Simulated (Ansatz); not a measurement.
This Ansatz 0.2.0 run on Mg needs a look.

input.yaml

```yaml
crystal:
  lattice:
    - [3.2093, 0.0, 0.0]
    - [-1.60465, 2.7793353284, 0.0]
    - [0.0, 0.0, 5.2103]
  atoms:
    - { symbol: Mg, position: [0.6666666667, 0.3333333333, 0.75] }
    - { symbol: Mg, position: [0.3333333333, 0.6666666667, 0.25] }
kpoints:
  mp_grid: { grid: [10, 10, 5] }
scf:
  max_iter: 80
hamiltonian:
  xc: rpbe
  dispersion: d3bj
  pseudopotentials: { kind: all_electron, datasets: crystal }
magnetization:
  spin_polarized: true
  initial_magnetization: 0.0
  spin_locking: { lock_magnetization: hard }
output:
  eigenvalues: true
  optics:
    e_range: [0, 20]
    de: 0.1
    sigma: 0.2
    nscf_kmesh: { grid: [15, 15, 7] }
```

Potentials or basis: all-electron PAW datasets made for the crystal.

Run with:

```console
$ ansatz run input.yaml --threads 1 --pin off --max-ram 2560MiB --backend cpu --events-out ev --progress --plain --runs-dir out
```

Output:

```text
Error: YAML parse error: `scf.occupations.method` is required: fixed only where the cell keeps a band gap throughout the run, explicit beside scf.occupations.values (under evaluate: without them), else a smearing such as fermi_dirac (scf.occupations.width is optional; its entry in the input reference gives the default)
```

Q: What happened, and what is wrong with the input?

A: The input was rejected before any iteration. The input holds a flaw that was put in on purpose: no occupation method (scf.occupations = left out).
